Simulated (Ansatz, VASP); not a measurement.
# Zn: VASP beside Ansatz

```xyz
2
Lattice="2.5509 0.0000 0.0000 -1.2755 2.2092 0.0000 0.0000 0.0000 4.8504" Properties=species:S:1:pos:R:3 pbc="T T T"
Zn    0.0000    1.4728    1.2126
Zn    1.2755    0.7364    3.6378
```

Alike in both runs: functional LDA; k mesh 18 × 18 × 10; occupations gaussian, width 0.1 eV; no spin polarisation.

Ansatz relaxed the structure, and its values are those at the end. VASP's run is a single point on that final structure, the one shown.

|  | VASP | Ansatz |
| --- | --- | --- |
| version | VASP 6.6.1 | Ansatz 0.2.0 |
| potentials or method | VASP PAW LDA potentials, release 64 (Zn) | scalar-relativistic, plane waves, PAW |
| plane-wave cutoff (eV) | 520 | 420 |
| valence electrons in the cell | 24 | 24 |

|  | VASP | Ansatz | Ansatz less VASP |
| --- | --- | --- | --- |
| gap on the k mesh at the Fermi level (eV) | none | none | - |
| pressure (GPa) | 0.8 | 0.0 | -0.75 |

A gap of «none» marks a metal or a gap that the smearing closes. Ansatz warned: «pseudo_functional_mismatch».
